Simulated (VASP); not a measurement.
Calculation: r2SCAN meta-GGA, VASP's PBE PAW potentials (set 64) (plane waves; VASP).

VASP input:

POSCAR:
```
BaF2(111) slab
1.0
  4.4033750409   0.0000000000   0.0000000000
 -2.2016875204   3.8134345837   0.0000000000
  0.0000000000   0.0000000000  25.8521013651
F Ba
6 3
Direct
  0.6666670000   0.3333330000   0.3261580000
  0.3333330000   0.6666670000   0.4652320000
  0.0000000000   0.0000000000   0.3956950000
  0.0000000000   0.0000000000   0.6043050000
  0.6666670000   0.3333330000   0.5347680000
  0.3333330000   0.6666670000   0.6738420000
  0.3333330000   0.6666670000   0.3609270000
  0.0000000000   0.0000000000   0.5000000000
  0.6666670000   0.3333330000   0.6390730000
```

**INCAR**
```
SYSTEM = BaF2(111) slab
PREC = Normal; ENCUT = 450; LREAL = .FALSE.
LASPH = .TRUE.
EDIFF = 1E-5; NELM = 100; NELMIN = 4
ALGO = Normal; LMAXMIX = 4; LMIXTAU = .TRUE.
ISMEAR = 0; SIGMA = 0.05
METAGGA = R2SCAN
IBRION = 2; NSW = 50; ISIF = 2
EDIFFG = -0.03
LWAVE = .TRUE.; LCHARG = .FALSE.
DIPOL = 0.5 0.5 0.5
LDIPOL = .TRUE.; IDIPOL = 3
```

KPOINTS:
```
kpoints
0
Gamma
 5 5 1
```

POTCAR, in this order: F Ba_sv (PBE.64 set). Program: vasp_std.

The resulting files:

File OSZICAR:
```
...
DAV:  16    -0.134484077050E+03   -0.16065E-04   -0.24410E-06   282   0.139E-02    0.110E-03
DAV:  17    -0.134484101202E+03   -0.24152E-04   -0.12488E-06   300   0.104E-02    0.108E-03
DAV:  18    -0.134484112185E+03   -0.10983E-04   -0.30215E-07   310   0.502E-03    0.107E-03
DAV:  19    -0.134484120954E+03   -0.87692E-05   -0.55783E-07   282   0.673E-03
   2 F= -.13448412E+03 E0= -.13448412E+03  d E =-.850530E-02
       N       E                     dE             d eps       ncg     rms          rms(c)
DAV:   1    -0.134478892465E+03    0.52197E-02   -0.44555E+00   430   0.116E+01    0.264E-01
DAV:   2    -0.134480755927E+03   -0.18635E-02   -0.92611E-02   489   0.163E+00    0.133E-01
DAV:   3    -0.134487975215E+03   -0.72193E-02   -0.89967E-03   433   0.603E-01    0.106E-01
DAV:   4    -0.134481018689E+03    0.69565E-02   -0.71511E-03   436   0.500E-01    0.587E-02
DAV:   5    -0.134489391961E+03   -0.83733E-02   -0.26439E-03   478   0.371E-01    0.193E-02
DAV:   6    -0.134489038190E+03    0.35377E-03   -0.74934E-04   436   0.180E-01    0.187E-02
DAV:   7    -0.134489739301E+03   -0.70111E-03   -0.40629E-04   436   0.147E-01    0.850E-03
DAV:   8    -0.134489723978E+03    0.15323E-04   -0.17115E-04   457   0.105E-01    0.529E-03
DAV:   9    -0.134489827460E+03   -0.10348E-03   -0.14599E-04   454   0.986E-02    0.578E-03
DAV:  10    -0.134489936631E+03   -0.10917E-03   -0.36880E-05   457   0.481E-02    0.236E-03
DAV:  11    -0.134489916573E+03    0.20057E-04   -0.19618E-05   366   0.353E-02    0.233E-03
DAV:  12    -0.134489969022E+03   -0.52449E-04   -0.29464E-05   382   0.475E-02    0.190E-03
DAV:  13    -0.134489942263E+03    0.26758E-04   -0.18503E-05   381   0.372E-02    0.128E-03
DAV:  14    -0.134489946868E+03   -0.46041E-05   -0.86488E-06   337   0.254E-02
   3 F= -.13448995E+03 E0= -.13448995E+03  d E =-.143312E-01
       N       E                     dE             d eps       ncg     rms          rms(c)
DAV:   1    -0.134488391758E+03    0.15505E-02   -0.82396E-01   433   0.503E+00    0.113E-01
DAV:   2    -0.134486915745E+03    0.14760E-02   -0.17540E-02   475   0.725E-01    0.556E-02
DAV:   3    -0.134490057313E+03   -0.31416E-02   -0.23759E-03   433   0.329E-01    0.458E-02
DAV:   4    -0.134488064334E+03    0.19930E-02   -0.17020E-03   433   0.254E-01    0.257E-02
DAV:   5    -0.134490386852E+03   -0.23225E-02   -0.59587E-04   464   0.178E-01    0.874E-03
DAV:   6    -0.134490359039E+03    0.27813E-04   -0.22632E-04   430   0.113E-01    0.766E-03
DAV:   7    -0.134490412805E+03   -0.53767E-04   -0.82347E-05   430   0.720E-02    0.377E-03
DAV:   8    -0.134490473797E+03   -0.60991E-04   -0.34600E-05   444   0.453E-02    0.205E-03
DAV:   9    -0.134490472219E+03    0.15779E-05   -0.27668E-05   430   0.409E-02
   4 F= -.13449047E+03 E0= -.13449047E+03  d E =-.148566E-01
       N       E                     dE             d eps       ncg     rms          rms(c)
DAV:   1    -0.134489142209E+03    0.13316E-02   -0.41348E+00   430   0.113E+01    0.241E-01
DAV:   2    -0.134485017339E+03    0.41249E-02   -0.74191E-02   439   0.145E+00    0.102E-01
DAV:   3    -0.134493224569E+03   -0.82072E-02   -0.82160E-03   430   0.645E-01    0.834E-02
DAV:   4    -0.134488167326E+03    0.50572E-02   -0.57952E-03   430   0.492E-01    0.423E-02
DAV:   5    -0.134494888241E+03   -0.67209E-02   -0.22780E-03   436   0.370E-01    0.137E-02
DAV:   6    -0.134494559878E+03    0.32836E-03   -0.30431E-04   436   0.130E-01    0.145E-02
DAV:   7    -0.134494898617E+03   -0.33874E-03   -0.13487E-04   436   0.982E-02    0.873E-03
DAV:   8    -0.134494699070E+03    0.19955E-03   -0.16701E-04   430   0.889E-02    0.349E-03
DAV:   9    -0.134495040867E+03   -0.34180E-03   -0.12927E-04   430   0.932E-02    0.258E-03
DAV:  10    -0.134494999803E+03    0.41064E-04   -0.52016E-05   428   0.652E-02    0.233E-03
DAV:  11    -0.134494989993E+03    0.98100E-05   -0.13001E-05   307   0.329E-02
   5 F= -.13449499E+03 E0= -.13449499E+03  d E =-.451777E-02
       N       E                     dE             d eps       ncg     rms          rms(c)
DAV:   1    -0.134491712291E+03    0.32875E-02   -0.40363E+00   430   0.111E+01    0.239E-01
DAV:   2    -0.134487516221E+03    0.41961E-02   -0.73017E-02   439   0.144E+00    0.101E-01
DAV:   3    -0.134495410181E+03   -0.78940E-02   -0.81915E-03   430   0.646E-01    0.825E-02
DAV:   4    -0.134490542059E+03    0.48681E-02   -0.57473E-03   430   0.486E-01    0.418E-02
DAV:   5    -0.134497138964E+03   -0.65969E-02   -0.23480E-03   442   0.371E-01    0.133E-02
DAV:   6    -0.134496892520E+03    0.24644E-03   -0.27690E-04   436   0.120E-01    0.139E-02
DAV:   7    -0.134497081759E+03   -0.18924E-03   -0.12387E-04   448   0.900E-02    0.789E-03
DAV:   8    -0.134496975397E+03    0.10636E-03   -0.13205E-04   433   0.832E-02    0.334E-03
DAV:   9    -0.134497195766E+03   -0.22037E-03   -0.93977E-05   436   0.752E-02    0.210E-03
DAV:  10    -0.134497140256E+03    0.55510E-04   -0.33757E-05   380   0.532E-02    0.212E-03
DAV:  11    -0.134497213891E+03   -0.73635E-04   -0.27354E-05   368   0.483E-02    0.174E-03
DAV:  12    -0.134497183149E+03    0.30741E-04   -0.62165E-06   294   0.228E-02    0.133E-03
DAV:  13    -0.134497195687E+03   -0.12538E-04   -0.71739E-06   309   0.232E-02    0.134E-03
DAV:  14    -0.134497179374E+03    0.16313E-04   -0.29109E-06   291   0.143E-02    0.117E-03
DAV:  15    -0.134497200508E+03   -0.21134E-04   -0.55528E-06   290   0.206E-02    0.131E-03
DAV:  16    -0.134497193616E+03    0.68919E-05   -0.35120E-06   279   0.159E-02
   6 F= -.13449719E+03 E0= -.13449719E+03  d E =-.672140E-02
       N       E                     dE             d eps       ncg     rms          rms(c)
DAV:   1    -0.134496435762E+03    0.76475E-03   -0.74292E-01   430   0.477E+00    0.103E-01
DAV:   2    -0.134494080466E+03    0.23553E-02   -0.13828E-02   453   0.636E-01    0.424E-02
DAV:   3    -0.134497099094E+03   -0.30186E-02   -0.20372E-03   436   0.330E-01    0.356E-02
DAV:   4    -0.134496134723E+03    0.96437E-03   -0.13684E-03   436   0.257E-01    0.185E-02
DAV:   5    -0.134497329004E+03   -0.11943E-02   -0.53367E-04   436   0.180E-01    0.592E-03
DAV:   6    -0.134497363217E+03   -0.34213E-04   -0.59038E-05   448   0.577E-02    0.581E-03
DAV:   7    -0.134497359565E+03    0.36525E-05   -0.20803E-05   326   0.395E-02
   7 F= -.13449736E+03 E0= -.13449736E+03  d E =-.688735E-02
       N       E                     dE             d eps       ncg     rms          rms(c)
DAV:   1    -0.134497362245E+03    0.97269E-06   -0.18182E-02   448   0.750E-01    0.162E-02
DAV:   2    -0.134497320726E+03    0.41519E-04   -0.41631E-04   442   0.121E-01    0.696E-03
DAV:   3    -0.134497439810E+03   -0.11908E-03   -0.10323E-04   439   0.817E-02    0.596E-03
DAV:   4    -0.134497324012E+03    0.11580E-03   -0.54673E-05   442   0.618E-02    0.325E-03
DAV:   5    -0.134497408029E+03   -0.84017E-04   -0.37361E-05   445   0.538E-02    0.186E-03
DAV:   6    -0.134497384212E+03    0.23816E-04   -0.10811E-05   320   0.275E-02    0.150E-03
DAV:   7    -0.134497390374E+03   -0.61616E-05   -0.36511E-06   294   0.164E-02
   8 F= -.13449739E+03 E0= -.13449739E+03  d E =-.691816E-02
       N       E                     dE             d eps       ncg     rms          rms(c)
DAV:   1    -0.134497170707E+03    0.21351E-03   -0.14541E-01   466   0.209E+00    0.630E-02
DAV:   2    -0.134497059732E+03    0.11098E-03   -0.40125E-03   436   0.359E-01    0.308E-02
DAV:   3    -0.134497639882E+03   -0.58015E-03   -0.50032E-04   442   0.195E-01    0.208E-02
DAV:   4    -0.134497485148E+03    0.15473E-03   -0.19434E-04   451   0.120E-01    0.103E-02
DAV:   5    -0.134497745372E+03   -0.26022E-03   -0.21032E-04   442   0.119E-01    0.362E-03
DAV:   6    -0.134497831831E+03   -0.86459E-04   -0.79728E-05   442   0.788E-02    0.334E-03
DAV:   7    -0.134497825319E+03    0.65120E-05   -0.81074E-06   298   0.243E-02
   9 F= -.13449783E+03 E0= -.13449783E+03  d E =-.434945E-03
```

**OUTCAR**
```
------------------------ aborting loop because EDIFF is reached ----------------------------------------
  FORCE on cell =-STRESS in cart. coord.  units (eV):
  Direction    XX          YY          ZZ          XY          YZ          ZX
  --------------------------------------------------------------------------------------
  Total       -3.4989144     -3.4989143     -2.2430430     -0.0000000      0.0000000      0.0000000
  in kB      -12.9135628    -12.9135623     -8.2784754     -0.0000000      0.0000000      0.0000000
  external PRESSURE =     -11.3685335 kB  Pullay stress =       0.0000000 kB
  volume of cell :      434.11
      direct lattice vectors                 reciprocal lattice vectors
     4.403375041  0.000000000  0.000000000     0.227098530  0.131115400  0.000000000
    -2.201687520  3.813434584  0.000000000     0.000000000  0.262230800  0.000000000
     0.000000000  0.000000000 25.852101365     0.000000000  0.000000000  0.038681575
 POSITION                                       TOTAL-FORCE (eV/Angst)
 -----------------------------------------------------------------------------------
      2.20169      1.27114      8.48832         0.000000     -0.000000      0.018093
     -0.00000      2.54229     11.98466         0.000000      0.000000      0.026457
      0.00000      0.00000     10.23439        -0.000000      0.000000      0.018537
      0.00000      0.00000     15.61771        -0.000000     -0.000000     -0.018537
      2.20169      1.27114     13.86745        -0.000000      0.000000     -0.026457
     -0.00000      2.54229     17.36378        -0.000000      0.000000     -0.018093
     -0.00000      2.54229      9.31157        -0.000000     -0.000000      0.022881
      0.00000      0.00000     12.92605        -0.000000      0.000000     -0.000000
      2.20169      1.27114     16.54053         0.000000      0.000000     -0.022881
 -----------------------------------------------------------------------------------
    total drift:                                0.000000      0.000000      0.000000
  FREE ENERGIE OF THE ION-ELECTRON SYSTEM (eV)
  ---------------------------------------------------
  free  energy   TOTEN  =      -134.4978253194 eV

  energy  without entropy=     -134.4978253194  energy(sigma->0) =     -134.49782532

 reached required accuracy - stopping structural energy minimisation
```
(Selected blocks of OUTCAR.)

File CONTCAR:
```
BaF2(111) slab
   1.00000000000000
     4.4033750409000003    0.0000000000000000    0.0000000000000000
    -2.2016875204000002    3.8134345836999999    0.0000000000000000
     0.0000000000000000    0.0000000000000000   25.8521013651000011
  F               Ba
     6     3
Direct
     0.6666669999999968    0.3333330000000032    0.3283415326008559
     0.3333330000000032    0.6666669999999968    0.4635853421551308
     0.0000000000000000    0.0000000000000000    0.3958823630827119
     0.0000000000000000    0.0000000000000000    0.6041176369172883
     0.6666669999999968    0.3333330000000032    0.5364146578448692
     0.3333330000000032    0.6666669999999968    0.6716584673991440
     0.3333330000000032    0.6666669999999968    0.3601863584224989
     0.0000000000000000    0.0000000000000000    0.5000000000000000
     0.6666669999999968    0.3333330000000032    0.6398136415775010
```

At this cut-off the stress carries a Pulay error, which pulls relaxed volumes low.

The cell is a thin slab with vacuum, built from BaF2 (fluorite): (111) face.
